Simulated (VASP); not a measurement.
# Cu under changes of volume

One of the cells (11.664 Å³/atom); the others are scaled copies at fixed shape and fractional positions:

```xyz
2
Lattice="2.5509 0.0000 0.0000 -1.2754 2.2091 0.0000 0.0000 0.0000 4.1398" Properties=species:S:1:pos:R:3 pbc="T T T"
Cu    1.2754    0.7364    3.1049
Cu    0.0000    1.4728    1.0350
```

This isn't the form of Cu at room conditions, which is fcc.

| Item | Value |
| --- | --- |
| Program | VASP 6.6.1 |
| Functional | PBE |
| Potentials or basis | VASP PAW PBE potentials, release 64 (Cu) |
| Cutoff | 520 eV |
| k mesh | 12 × 12 × 7 |
| Occupations | fermi-dirac, width 0.05 eV |
| Spin | no spin polarisation |

```csv
volume (Å³/atom),energy over the lowest point (meV/atom),pressure (GPa)
10.749,73.41,20.4
10.978,47.50,15.8
11.207,?,?
11.664,4.99,4.6
11.893,0.51,1.6
12.122,0.00,-1.0
```

**Question.** What does the run at 11.207 Å³/atom give?

**Answer.** Energy over the lowest point 27.90 meV/atom; pressure 11.6 GPa.

Worked out: A Birch-Murnaghan fit of order 3 (a polynomial in V^(-2/3)) to the other rows has its minimum at 12.04 Å³/atom with B0 = V·E''(V) = 137 GPa and B' = 5.0 at fixed shape and positions, which overstates the stiffness. It gives 27.90 meV/atom at 11.207 Å³/atom, against the run's 27.90, and -dE/dV = 11.7 GPa, against 11.6.

Energies are extrapolated to zero smearing.
